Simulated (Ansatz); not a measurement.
The system is C.

```
C
1.0
     0.00000    1.78337    1.78337
     1.78337    0.00000    1.78337
     1.78337    1.78337    0.00000
C
2
Cartesian
  2.6751 2.6751 2.6751
  1.7834 1.7834 1.7834
```

This isn't the form of C at room conditions, which is graphite.

A run of Ansatz 0.2.0 on this cell left the log below. Logs are shortened: lines on timing, memory, paths and dates and some standing lists are left out, and cuts for length are marked.

```text
Warning: RAYON_NUM_THREADS=2 ignored (pool sized by the plan → 2); use --threads N
Engine: ansatz 0.2.0, x86_64-unknown-linux-gnu
Pseudopotentials: kind: paw
Pseudopotential: C, paw, valence charge 4, recommended cutoff 420 eV (normal), C.paw.azcp
Functional definition: revPBE
  parameter kappa = 1.245
  parameter beta = 0.06672455060314922
  exchange = pbe_x(kappa = kappa, mu = beta*pi^2/3)
  correlation = pbe_c(beta = beta)
Crystal: 2 atoms, lattice volume = 11.344 Å³
Basis set: ecut = 420 eV, 229 PW (Γ), exchange–correlation on 36×36×36 points (8 copies of the dense FFT grid, shifted against one another)
Bands: 8, of which v1, the nominal top of the filled ones, is band 4 counted from 1 (3 counted from 0)
Symmetry: 48 space group operations
Space group: Fd-3m (ITA 227), of the structure as read, at distance tolerance 2.2e-5 Å
k-points: 84 of 2197
Non-local potential: C, projectors of the file, l = 0: 2, l = 1: 2, l = 2: 1
PAW form: soft (Blöchl's): semilocal exchange-correlation on the pseudo side does not see the compensation charge
PAW frozen core: C, regenerated for the run's functional, and the local potential with it (the file was generated under x = pbe(κ = 0.804, μ = 0.2195149727645171), c = pbe(β = 0.06672455060314922))
PAW one-centre angular grid: C, 110 points (default); XC on 64 Gauss nodes
Initial density: superposition of atomic densities (neutral atoms: chi_scale 0, normalization atom), corrected by the library's trained network
Initial wavefunctions: pseudopotential atomic-orbital guess
Functional: x = revpbe(κ = 1.245, μ = 0.2195149727645171), c = pbe(β = 0.06672455060314922)
SCF iter   1: F=—  HF=-503.413572 eV  |F-HF|=—  |Δ(HF+E_count)|=         —  Δρ=3.18e-3  dr2=2.54e-4  ethr=1.77e-3  ⟨swp⟩=4.7  Hψ=4339  notcnv=0
preconditioner: auto → none  [insulator: Δε(μ)=4.143 eV  Ē_g=19.683 eV  σ=0.050 eV  W_gap=1.00  n_scr=0 (ndim 8)  ℏωp=31.2 eV  f_vac=0.000  D(μ)=0.00/eV (n_scr^D=0)  ε∞_Penn≈3.5]
SCF iter   2: F=—  HF=-503.413730 eV  |F-HF|=—  |Δ(HF+E_count)|=   1.58e-4  Δρ=1.58e-3  dr2=6.19e-5  ethr=3.18e-6  ⟨swp⟩=2.5  Hψ=1666  notcnv=0
SCF iter   3: F=—  HF=-503.413801 eV  |F-HF|=—  |Δ(HF+E_count)|=   7.17e-5  Δρ=1.04e-4  dr2=2.90e-7  ethr=7.74e-7  ⟨swp⟩=2.0  Hψ=1008  notcnv=0
iter 4 did not close the SCF: its close was put off for the readings that it lacked (scf_convergence_deferred on its scf_iter line)
[... 80 lines left out ...]
iter 6 did not close the SCF: its close was put off for the readings that it lacked (scf_convergence_deferred on its scf_iter line)
SCF iter   6: F=-503.417193 eV  HF=-503.417193 eV  |F-HF|=1.14e-13  |Δ(HF+E_count)|=  3.41e-13  Δρ=2.14e-10  dr2=2.43e-18  ethr=1.00e-12  ⟨swp⟩=1.0  Hψ=672  notcnv=0
SCF iter   7: F=-503.417193 eV  HF=-503.417193 eV  |F-HF|=5.68e-14  |Δ(HF+E_count)|=    0.00e0  Δρ=1.59e-10  dr2=1.01e-18  ethr=1.00e-12  ⟨swp⟩=1.1  Hψ=1687  notcnv=0
SCF 6 converged in 7 iterations: F = -503.417193 eV  dr2 = 1.01e-18
relax step   6: F+E_penalty+E_count = -503.41719287 eV  Δ(F+E_penalty+E_count) = -1.137e-13 eV  max|allowed force component| = 2.035e-16 eV/Å  Δτ_max = 0.0000 Å  P = +0.005 GPa  Ω = 11.513 Å³  stress off target by 5.01e-3 GPa  SCF on the basis re-selected at this cell (its energy is not comparable with the rows above)  (7 SCF iters)
basis re-selected at this cell: Δ(F+E_penalty+E_count) = -1.137e-13 eV, ΔP = +0.001 GPa vs the last step (what re-selecting the basis moved, of the pressure what is left beyond the Pulay correction that the steps carried, after the strain that the cell walked since its last selection, with what the two solves' SCF thresholds leave and, on support functions, any second-order correction that the steps lacked; it is no measure of the basis error at this ecutwfc). This SCF's stress stands 5.01e-3 GPa from its target on what of the cell is left free (relax.cell.stress_tol is 5.00e-2 GPa) and its largest allowed force component is 2.04e-16 eV/Å (relax.f_tol is 1.00e-2 eV/Å): within both
SCF converged after 7 iterations
Free energy (F): -503.417193 eV
Harris-Foulkes:  -503.417193 eV  (|F-HF|=5.68e-14)
Internal energy: -503.417193 eV  (E = F + TS)
E sigma→0 (E₀):  -503.417193 eV
Fermi energy:    15.179693 eV
--- Per-component energies (eV) ---
  E_band       = 33.812118
  E_kinetic    = 183.397807
  E_local      = -122.405564  (includes V_loc(G=0)·N_el)
  E_nonlocal   = 52.218556
  E_hartree    = 26.927030
  E_xc         = -97.315080
  E_vxc        = -120.718188  (∫ρ·V_xc dr)
  E_paw        = -199.968516  (= ΣΔE_a)
  E_vpaw       = -12.534571  (= ΣTr[D̂ρ^β])
  E_aug_tail   = 0.000019  (compensation charges beyond the density's cutoff)
  E_ewald      = -346.248109
  E_core_change = -0.023335  (= ΣΔE_core)
  E_smearing   = -0.000000  (= −TS)
  E_closure    = -0.000000  (closes the sum)
  Σ components = -503.417193   (vs F -503.417193, Δ=0.00e0)
--- Forces (eV/Å), atoms counted from 1 ---
  atom   1  C     -0.00000000    -0.00000000     0.00000000
  atom   2  C      0.00000000    -0.00000000     0.00000000
  max |Σ_I F_I| component: 9.25e-17 eV/Å
--- Stress (GPa, compression-positive) ---
        0.005011      -0.000000      -0.000000
       -0.000000       0.005011      -0.000000
       -0.000000      -0.000000       0.005011
  P = ⅓ Tr σ = 0.0050 GPa (0.050 kbar)
--- Relaxed structure (4 steps of the walk, 4 accepted, 2 SCFs on fresh bases) ---
  F+E_penalty+E_count = -503.41719287 eV   max|allowed force component| = 2.035e-16 eV/Å   (the final SCF, on the basis selected at the relaxed cell)
  cell:  # Å, volume = 11.5129 Å³
    - [-3.8613481370797304e-35, 1.792194212630849, 1.792194212630849]
    - [1.792194212630849, -2.1376666463356234e-34, 1.792194212630849]
    - [1.792194212630849, 1.792194212630849, -2.2610713395974175e-34]
  atoms:
    - { symbol: C, position: [0.75, 0.75, 0.75] }
    - { symbol: C, position: [0.5, 0.5, 0.5] }
```

Question: Write the input and the command behind it.

Answer: Relaxation of cell and atoms with revPBE, no spin polarisation. The files as run (others can give the same):

input.yaml
```yaml
crystal:
  lattice:
    - [0.0, 1.78337, 1.78337]
    - [1.78337, 0.0, 1.78337]
    - [1.78337, 1.78337, 0.0]
  atoms:
    - { symbol: C, position: [0.75, 0.75, 0.75] }
    - { symbol: C, position: [0.5, 0.5, 0.5] }
hamiltonian:
  xc: revpbe
  pseudopotentials: { kind: paw }
kpoints:
  mp_grid: { grid: [13, 13, 13] }
scf:
  occupations: { method: fermi_dirac, width: 0.05 }
output:
  forces: true
  stress: true
relax:
  f_tol: 0.01
  max_steps: 40
  cell: { stress_tol: 0.05 }
```

Potentials or basis: Ansatz PAW.
Launch:
```sh
$ ansatz run input.yaml --threads 2 --pin off --max-ram 5120MiB --backend cpu --events-out ev --progress --plain --runs-dir out
```

Caveat: odd divisions of the mesh miss points on the zone boundary, where band edges often lie, so the gap on the mesh can be too wide; the plane-wave basis is chosen anew once the cell has moved, so the energies of steps on either side of that aren't comparable; the pressure holds a Pulay correction of +0.9 GPa for the finite cutoff; the PAW data sets come from PBE, with cores solved anew for the run's functional, which leaves a small shift of forces and pressure.
